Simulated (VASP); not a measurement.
VASP 6.6.1 run: CdTe

INCAR

```
ENCUT = 500
NELM = 81
ISIF = 2
SIGMA = 0.02
LCHARG = .FALSE.
LASPH = .TRUE.
NBANDS = 16
GGA = 91
NSW = 0
ISMEAR = -1
LREAL = .FALSE.
PREC = Accurate
IBRION = -1
LWAVE = .FALSE.
EDIFF = 1E-7
```

KPOINTS

```
KPOINTS created by Atomic Simulation Environment
0
Gamma
6 6 6
0 0 0
```

POSCAR

```
Cd Te
 1.0000000000000000
     0.0000000000000000    3.2396116692999999    3.3316974651000000
     3.2396116692999999    0.0000000000000000    3.3316974651000000
     3.2396116692999999    3.2396116692999999    0.0000000000000000
 Cd  Te
   1   1
Cartesian
  0.0000000000000000  0.0000000000000000  0.0000000000000000
  1.6198058346499999  1.6198058346499999  1.6658487325500000
```

The recommended PBE PAW datasets give the neutral cell 18 valence electrons.

Command

```
mpirun -np 1 vasp_std
```

OSZICAR

```
N       E                     dE             d eps       ncg     rms          rms(c)
DAV:   1     0.990486923903E+02    0.99049E+02   -0.80449E+03   984   0.941E+02
DAV:   2    -0.146058139423E+01   -0.10051E+03   -0.96198E+02  1168   0.232E+02
DAV:   3    -0.505764721265E+01   -0.35971E+01   -0.35930E+01  1200   0.462E+01
DAV:   4    -0.508919873453E+01   -0.31552E-01   -0.31550E-01  1448   0.384E+00
DAV:   5    -0.508935567940E+01   -0.15694E-03   -0.15694E-03  1256   0.218E-01    0.516E+00
DAV:   6    -0.485702703722E+01    0.23233E+00   -0.41723E-01  1160   0.779E+00    0.430E+00
DAV:   7    -0.484173391787E+01    0.15293E-01   -0.10186E-01  1128   0.209E+00    0.178E+00
DAV:   8    -0.484226302992E+01   -0.52911E-03   -0.10463E-02  1104   0.116E+00    0.432E-01
DAV:   9    -0.484252073703E+01   -0.25771E-03   -0.90429E-04  1152   0.314E-01    0.118E-01
DAV:  10    -0.484258339869E+01   -0.62662E-04   -0.11707E-04  1224   0.936E-02    0.663E-02
DAV:  11    -0.484262484778E+01   -0.41449E-04   -0.85365E-05  1136   0.577E-02    0.370E-02
DAV:  12    -0.484262311165E+01    0.17361E-05   -0.48290E-06  1216   0.165E-02    0.190E-02
DAV:  13    -0.484262302843E+01    0.83215E-07   -0.87101E-07  1200   0.428E-03
   1 F= -.48426230E+01 E0= -.48426230E+01  d E =-.875851E-09
```

From OUTCAR

```
k-points           NKPTS =     30   k-points in BZ     NKDIM =     30   number of bands    NBANDS=     16

   NELECT =      18.0000    total number of electrons

   dimension x,y,z NGX =    36 NGY =   36 NGZ =   36
   dimension x,y,z NGXF=    72 NGYF=   72 NGZF=   72

  energy-cutoff  :      500.00
  volume of cell :       69.93
      direct lattice vectors                 reciprocal lattice vectors
     0.000000000  3.239611669  3.331697465    -0.154339486  0.154339486  0.150073650
     3.239611669  0.000000000  3.331697465     0.154339486 -0.154339486  0.150073650
     3.239611669  3.239611669  0.000000000     0.154339486  0.154339486 -0.150073650

 k-points in reciprocal lattice and weights: KPOINTS created by Atomic Simulation Env
   0.00000000  0.00000000  0.00000000       0.005
   0.16666667 -0.00000000  0.00000000       0.037
   0.33333333 -0.00000000  0.00000000       0.037
   0.50000000 -0.00000000  0.00000000       0.019
   0.16666667  0.16666667  0.00000000       0.009
   0.33333333  0.16666667  0.00000000       0.037
   0.50000000  0.16666667  0.00000000       0.037
  -0.33333333  0.16666667  0.00000000       0.037
   ...

 E-fermi :   2.4240

 k-point     1 :       0.0000    0.0000    0.0000
  band No.  band energies     occupation
      1      -8.9451      2.00000
      2      -6.1593      2.00000
      3      -6.1524      2.00000
      4      -6.1523      2.00000
      5      -5.9157      2.00000
      6      -5.9124      2.00000
      7       1.9993      2.00000
      8       2.0940      2.00000
      9       2.0940      2.00000
     10       2.7398      0.00000
     11       6.6694      0.00000
     12       6.6694      0.00000
     13       6.6786      0.00000
     14       9.4756      0.00000
     15      11.1683      0.00000
     16      11.5698      0.00000

 k-point     2 :       0.1667   -0.0000    0.0000
  band No.  band energies     occupation
      1      -8.8515      2.00000
      2      -6.1401      2.00000
      3      -6.1351      2.00000
      4      -6.0736      2.00000
      5      -5.9157      2.00000
      6      -5.9142      2.00000
      7       0.3552      2.00000
      8       1.8052      2.00000
      9       1.8889      2.00000
     10       3.8452      0.00000
     11       6.7440      0.00000
     12       7.0072      0.00000
     13       7.0102      0.00000
     14      10.3282      0.00000
     15      10.5446      0.00000
     16      10.6314      0.00000

 k-point     3 :       0.3333   -0.0000    0.0000
  band No.  band energies     occupation
      1      -8.6652      2.00000
      2      -6.1110      2.00000
      3      -6.1049      2.00000
      4      -5.9127      2.00000
      5      -5.9111      2.00000
      6      -5.8074      2.00000
      7      -1.4163      2.00000
      8       1.4246      2.00000
      9       1.5439      2.00000
     10       3.9424      0.00000
     11       7.2151      0.00000
     12       7.3397      0.00000
     13       8.2513      0.00000
     14      10.1152      0.00000
     15      10.9066      0.00000
     16      10.9398      0.00000

 ...

  Total        0.6940751      0.6940751      0.4928937      0.0000000      0.0000000      0.0000000
  in kB       15.9014069     15.9014069     11.2923000      0.0000000      0.0000000      0.0000000
  external PRESSURE =      14.3650380 kB  Pullay stress =       0.0000000 kB

 POSITION                                       TOTAL-FORCE (eV/Angst)
 -----------------------------------------------------------------------------------
      0.00000      0.00000      0.00000        -0.000000     -0.000000     -0.000000
      1.61981      1.61981      1.66585         0.000000      0.000000      0.000000
 -----------------------------------------------------------------------------------
    total drift:                                0.000000      0.000000     -0.000000

  FREE ENERGIE OF THE ION-ELECTRON SYSTEM (eV)
  ---------------------------------------------------
  free  energy   TOTEN  =        -4.8426230284 eV

  energy  without entropy=       -4.8426230276  energy(sigma->0) =       -4.84262303
```

It converged. Results: gap between bands v and c on the k mesh 0.65 eV; least direct gap on the k mesh 0.65 eV; pressure 1.4 GPa. Band v is the last that the valence electrons fill when counted band by band, and c is the next.

For comparison, a separate PBE run of the intended cell, on usual settings and not on those above, gives a gap of 0.65 eV on its mesh and a pressure of 1.5 GPa.

The run above took about 35 s on one core of a shared host (Intel Xeon Platinum 8488C) and held 0.22 GiB at most.
